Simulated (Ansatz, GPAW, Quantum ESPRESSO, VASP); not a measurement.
**Bi2Te3: programs and potentials compared**

```
Bi Te
1.0
     2.19300    1.26613   10.16567
    -2.19300    1.26613   10.16567
     0.00000   -2.53226   10.16567
Bi Te
2 3
Direct
  0.60000 0.60000 0.60000
  0.40000 0.40000 0.40000
  0.79050 0.79050 0.79050
  0.20950 0.20950 0.20950
  0.00000 0.00000 0.00000
```

Alike in all runs: task single point; functional PBEsol; k mesh 7 × 7 × 7; occupations fermi-dirac, width 0.05 eV; no spin polarisation; no spin-orbit coupling. Pressure is positive in compression and, in plane waves, holds the error of the finite cutoff, which Ansatz's Pulay term estimates and takes out.

```csv
program and potentials,plane-wave cutoff (eV),notes,pressure (GPa),largest force (eV/Å)
"Ansatz, Ansatz PAW",420,"potentials made for PBE, which Ansatz adapts in part; 15.6 valence electrons an atom on average; Pulay term of +0.03 GPa included",-0.60,0.114
"VASP, PBE PAW files Bi_d, Te, 520 eV",520,potentials made for PBE; 9.6 valence electrons an atom on average,-0.58,0.096
"Ansatz, all-electron LAPW, scalar-relativistic",-,-,-0.58,0.112
"Quantum ESPRESSO, PseudoDojo 0.4.1 SR PBEsol standard",1088,15.6 valence electrons an atom on average,-0.53,0.091
"GPAW, PAW data sets generated for this functional",600,9.6 valence electrons an atom on average,-0.81,0.119
```

Force on atom 3 (Te), eV/Å:

| program and potentials | x | y | z |
| --- | --- | --- | --- |
| Ansatz, Ansatz PAW | 0.000 | 0.000 | -0.114 |
| VASP, PBE PAW files Bi_d, Te, 520 eV | 0.000 | 0.000 | -0.096 |
| Ansatz, all-electron LAPW, scalar-relativistic | 0.000 | 0.000 | -0.112 |
| Quantum ESPRESSO, PseudoDojo 0.4.1 SR PBEsol standard | 0.000 | 0.000 | -0.091 |
| GPAW, PAW data sets generated for this functional | 0.000 | 0.000 | -0.119 |

The pressure spans -0.81 (GPAW, PAW data sets generated for this functional) to -0.53 GPa (Quantum ESPRESSO, PseudoDojo 0.4.1 SR PBEsol standard), with all-electron results at -0.58.

The functional is the same throughout but for its coding, so the spread measures potentials, basis and numerics; runs on potential files found faulty are left out.
